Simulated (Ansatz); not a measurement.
# TiC: the cost of one run

Program: Ansatz 0.2.0. Level of theory: DFT PBEsol, scalar-relativistic, plane waves, PAW. These are calculated values, not measurements.

2 further runs of the same task are left out: 2 set aside as unsound or not needed.

**1. The starting structure**

Symmetry: Fm-3m, No. 225, cubic system. The conventional cell has a = 4.293 Å, b = 4.293 Å, c = 4.293 Å, α = 90.00°, β = 90.00°, γ = 90.00°. Ti (site symmetry m-3m) has 6 C at 2.15 Å as nearest neighbours. Around C (site symmetry m-3m) lie 6 Ti at 2.15 Å.

Structure file:

```cif
data_structure
_symmetry_space_group_name_H-M 'P 1'
_symmetry_Int_Tables_number 1
_cell_length_a 3.0359
_cell_length_b 3.0359
_cell_length_c 4.2934
_cell_angle_alpha 90.000
_cell_angle_beta 90.000
_cell_angle_gamma 90.000
_cell_volume 39.57
loop_
_atom_site_label
_atom_site_type_symbol
_atom_site_fract_x
_atom_site_fract_y
_atom_site_fract_z
_atom_site_occupancy
Ti1 Ti 0.50000 0.50000 0.50000 1
Ti2 Ti 0.00000 0.00000 0.00000 1
C1 C 0.50000 0.50000 0.00000 1
C2 C 0.00000 0.00000 0.50000 1
```

It is built from the cell relaxed beforehand with the same method (9.89 Å³/atom).

**2. The reference: the undisturbed cell on the scan's mesh**

input.yaml

```yaml
crystal:
  lattice:
    - [0.0, -2.1466854677, -2.1466854677]
    - [0.0, 2.1466854677, -2.1466854677]
    - [4.2933709355, 0.0, 0.0]
  atoms:
    - { symbol: Ti, position: [0.5, 0.5, 0.5] }
    - { symbol: Ti, position: [0.0, 0.0, 0.0] }
    - { symbol: C, position: [0.5, 0.5, 0.0] }
    - { symbol: C, position: [0.0, 0.0, 0.5] }
basis:
  ecutwfc: 420
kpoints:
  mp_grid: { grid: [12, 12, 8] }
hamiltonian:
  xc: pbesol
scf:
  occupations: { method: gaussian, width: 0.15 }
output:
  forces: true
  stress: true
  eigenvalues: true
  write_density: true
  write_potential: true
  elf: true
  volumetric_format: npy
```

On the command line:

```sh
$ ansatz run input.yaml --threads 1 --pin off --max-ram 2560MiB --backend cpu --events-out ev --progress --plain --runs-dir out
```

**Question.** How long does this run take on 1 thread of Intel Xeon 6975P-C (Granite Rapids), shared host, and how much memory does it need?

About 3.4 s, with a peak of 0.45 GiB.
